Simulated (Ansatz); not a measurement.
Space group Fm-3m (No. 225). a = 5.195 Å, b = 5.195 Å, c = 5.195 Å, α = 90.00°, β = 90.00°, γ = 90.00°
```
atom site symmetry x y z
  Sr    4b m-3m  0.5000  0.0000  0.0000
   O    4a m-3m  0.0000  0.0000  0.0000
```

Equation of state of this SrO structure (not necessarily the ground state), with shape and atoms relaxed at each volume where symmetry leaves them free. These are results of Ansatz 0.2.0, DFT PBE, scalar-relativistic, plane waves, PAW, not measurements.

Cutoff 420 eV; k points 8×8×8 on the computed 2-atom cell (Γ-centred); Gaussian smearing, width 0.02 eV; no spin polarisation.

| V (Å³/atom) | E − E(largest V) (meV/atom) | P (GPa) | gap on mesh (eV) |
| --- | --- | --- | --- |
| 15.420 | 45.51 | 14.42 | 3.24 |
| 15.946 | 5.87 | 9.87 | 3.27 |
| 16.471 | -20.02 | 6.03 | 3.30 |
| 16.997 | -34.34 | 2.77 | 3.31 |
| 17.523 | -38.73 | 0.01 | 3.33 |
| 18.048 | -34.85 | -2.33 | 3.33 |
| 18.574 | -23.89 | -4.31 | 3.34 |
| 19.275 | 0.00 | -6.50 | 3.17 |

Q: Fit a third-order Birch–Murnaghan equation to E(V).

A: V0 = 17.53 Å³/atom, B0 = 85 GPa, B0' = 4.5.